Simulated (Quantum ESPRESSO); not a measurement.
**HfO2 under changes of volume**

One of the cells (11.152 Å³/atom); the others are scaled copies at fixed shape and fractional positions:

```
Hf O
1.0
     0.00000    2.55750    2.55750
     2.55750    0.00000    2.55750
     2.55750    2.55750    0.00000
Hf O
1 2
Direct
  0.00000 0.00000 0.00000
  0.75000 0.75000 0.75000
  0.25000 0.25000 0.25000
```

Measurements of this composition are mostly on another form, of space group No. 14.

```yaml
Program: Quantum ESPRESSO 7.5
Functional: PBEsol
Potentials_or_basis: PseudoDojo 0.4.1 SR PBEsol standard
Cutoff: 1143 eV
Density_cutoff: 4572 eV
k_mesh: 9 × 9 × 9
Occupations: fermi-dirac, width 0.05 eV
Spin: no spin polarisation
```

```tsv
volume (Å³/atom)	energy over the lowest point (meV/atom)	pressure (GPa)	gap on the mesh (eV)
10.483	0.00	1.8	3.92
10.706	1.41	-3.8	3.86
10.929	?	?	?
11.152	25.44	-13.2	3.75
11.375	46.60	-17.2	3.70
11.598	73.02	-20.8	3.64
11.821	104.13	-24.0	3.59
```

Question: What does the run at 10.929 Å³/atom give?

Answer: Energy over the lowest point 10.15 meV/atom; pressure -8.8 GPa; gap on the mesh 3.81 eV.

Worked out: A Birch-Murnaghan fit of order 3 (a polynomial in V^(-2/3)) to the other rows has its minimum at 10.55 Å³/atom with B0 = V·E''(V) = 269 GPa and B' = 4.3. It gives 10.15 meV/atom at 10.929 Å³/atom, against the run's 10.15, and -dE/dV = -8.7 GPa, against -8.8. A straight line through the other rows of the gap, of slope -2.74 eV per unit of ln V, gives 3.81 eV, against the run's 3.81.

Energies are extrapolated to zero smearing.

Caveats: spin-orbit coupling is left out, which moves the levels of the heavy elements; an odd mesh through Γ misses points on the zone boundary, where band edges often lie.
